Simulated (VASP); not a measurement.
**SnTe in VASP: how settings move the PBE single point**

The PBE single point of SnTe built on the rocksalt prototype, under -2.0 % biaxial strain in x and y, free along z is repeated with altered inputs. Which of them can be trusted?

Code: VASP 6.6.1. PAW datasets, plane waves. Calculated at 0 K for a non-magnetic (in the reference) cell.

## Step 1: The system as given

The cell comes from an earlier relaxation with r2SCAN in another program, then strained, with the atoms relaxed again. Some of the altered inputs switch spin polarisation on.

It is tetragonal, I4/mmm (No. 139); conventional cell a = 4.420 Å, c = 6.392 Å, 31.22 Å³ an atom. Sn has 6 Te at 3.13–3.20 Å; Te has 6 Sn at 3.13–3.20 Å.

The structure in full:

```cif
data_structure
_symmetry_space_group_name_H-M 'P 1'
_symmetry_Int_Tables_number 1
_cell_length_a 4.4702
_cell_length_b 4.4702
_cell_length_c 4.4202
_cell_angle_alpha 60.370
_cell_angle_beta 60.370
_cell_angle_gamma 59.261
_cell_volume 62.44
loop_
_atom_site_label
_atom_site_type_symbol
_atom_site_fract_x
_atom_site_fract_y
_atom_site_fract_z
_atom_site_occupancy
Sn1 Sn 0.00000 0.00000 0.00000 1
Te1 Te 0.50000 0.50000 0.50000 1
```

## Step 2: Reference

Input file INCAR:

```
ENCUT = 520.000000
SIGMA = 0.020000
EDIFF = 1.00e-07
GGA = PE
PREC = Accurate
IBRION = -1
ISIF = 2
ISMEAR = -1
NBANDS = 17
NELM = 120
NSW = 0
LASPH = .TRUE.
LCHARG = .FALSE.
LWAVE = .FALSE.
LREAL = .FALSE.
```

Input file KPOINTS:

```
KPOINTS created by Atomic Simulation Environment
0
Gamma
8 8 8
0 0 0
```

Input file POSCAR:

```
Sn Te
 1.0000000000000000
     0.0000000000000000    3.1255437384999998    3.1959148668999999
     3.1255437384999998    0.0000000000000000    3.1959148668999999
     3.1255437384999998    3.1255437384999998    0.0000000000000000
 Sn  Te
   1   1
Cartesian
  0.0000000000000000  0.0000000000000000  0.0000000000000000
  3.1255437384999993  3.1255437384999993  3.1959148668999995
```

A file KPOINTS_OPT adds named points for the levels; it doesn't enter the self-consistent loop.

Potentials: the recommended PBE PAW datasets, 20 valence electrons.

Started as:

```console
$ mpirun -np 1 vasp_std
```

## Step 3: Try 1

Input file INCAR:

```
ENCUT = 520.000000
SIGMA = 0.020000
IBRION = -1
ISIF = 2
ISMEAR = -1
NBANDS = 17
NELM = 120
NSW = 0
LASPH = .TRUE.
LCHARG = .FALSE.
LWAVE = .FALSE.
LREAL = .FALSE.
METAGGA = MBJ
PREC = High
EDIFF = 0.0001
```

KPOINTS is that of step 2.

POSCAR is that of step 2.

## Step 4: Try 2

Input file INCAR:

```
ENCUT = 520.000000
EDIFF = 1.00e-07
PREC = Accurate
IBRION = -1
ISIF = 2
NBANDS = 17
NSW = 0
LASPH = .TRUE.
LCHARG = .FALSE.
LWAVE = .FALSE.
LREAL = .FALSE.
IVDW = 21
ISMEAR = 1
SIGMA = 0.05
GGA = AM
NELM = 94
```

KPOINTS is that of step 2.

POSCAR is that of step 2.

## Step 5: Try 3

Input file INCAR:

```
ENCUT = 520.000000
EDIFF = 1.00e-07
GGA = PE
PREC = Accurate
IBRION = -1
ISIF = 2
NBANDS = 17
NSW = 0
LASPH = .TRUE.
LCHARG = .FALSE.
LWAVE = .FALSE.
LREAL = .FALSE.
ISPIN = 2
MAGMOM = 0.5 0.5
ISMEAR = -5
SIGMA = 0.5
NELM = 83
```

KPOINTS is that of step 2.

POSCAR is that of step 2.

## Step 6: Try 4

Edit INCAR of step 2 so:

```diff
@@ -7,5 +7,3 @@
 ISIF = 2
-ISMEAR = -1
 NBANDS = 17
-NELM = 120
 NSW = 0
@@ -15 +13,3 @@
 LREAL = .FALSE.
+NELM = 77
+ISMEAR = -5
```

Input file KPOINTS:

```
KPOINTS created by Atomic Simulation Environment
0
Gamma
2 1 1
0 0 0
```

POSCAR is that of step 2.

What does the calculation give? Wanted: for each run, changed; ending; energy change; pressure; electronic steps; usable.

As calculated:

| run | changed | ending | energy change (meV/atom) | pressure (GPa) | gap on the mesh (eV; negative: overlap) | electronic steps | time | usable |
| --- | --- | --- | --- | --- | --- | --- | --- | --- |
| ref. | – | converged | 0 | 2.4 | 0.13 | 13 | 64 s | yes |
| 1 | METAGGA = MBJ, PREC = High, EDIFF = 0.0001 | converged | – | – | 0.09 | 24 | 1.8 min | no |
| 2 | IVDW = 21, ISMEAR = 1, SIGMA = 0.05, GGA = AM, NELM = 94 | refused | – | – | – | – | 0.8 s | no |
| 3 | ISPIN = 2, MAGMOM = 0.5 0.5, ISMEAR = -5, SIGMA = 0.5, NELM = 83 | converged | 0.0 | 2.4 | – | 15 | 2.2 min | yes |
| 4 | ISMEAR = -5, mesh 2×1×1 | refused | – | – | – | – | 0.9 s | no |

**Reading.** Of 4 altered inputs, 2 gave no result, 1 ended normally on a faulty or unsound input, 1 gave usable results.
